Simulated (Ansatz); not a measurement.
InAs (rocksalt type), DFT, PBE, all-electron LAPW, scalar-relativistic (Ansatz 0.2.0), on 1 thread of AMD EPYC 9R45 96-Core Processor (Zen 5) (shared host).

Command: `ansatz run input.yaml --threads 1 --pin off --max-ram 2048MiB --backend cpu --events-out ev --progress --plain --runs-dir out`

```yaml
crystal:
  lattice:
    - [0.0, 2.8760203689, 2.8760203689]
    - [2.8760203689, 0.0, 2.8760203689]
    - [2.8760203689, 2.8760203689, 0.0]
  atoms:
    - { symbol: In, position: [0.0, 0.0, 0.0] }
    - { symbol: As, position: [0.5, 0.5, 0.5] }
kpoints:
  mp_grid: { grid: [13, 13, 13] }
  band_path:
    path:
      - [0.0, 0.0, 0.0]
      - [0.5, 0.0, 0.5]
      - [0.625, 0.25, 0.625]
      - [0.375, 0.375, 0.75]
      - [0.0, 0.0, 0.0]
      - [0.5, 0.5, 0.5]
      - [0.5, 0.25, 0.75]
      - [0.5, 0.0, 0.5]
    npoints: 14
scf:
  occupations: { method: fermi_dirac, width: 0.1 }
hamiltonian:
  xc: pbe
  pseudopotentials: { kind: all_electron, lapw: { basis_error: 0.001 } }
output:
  forces: true
  stress: true
  eigenvalues: true
  populations: true
  dos: { projected: true, de: 0.2, e_range: [-14, 8] }
```

How large is the problem that the program sets up?

84 irreducible k-points, 339 plane waves at Γ, 27 bands.

About how long does it take?

12 s of wall time for 9 SCF iterations. Times on shared machines scatter by tens of per cent.
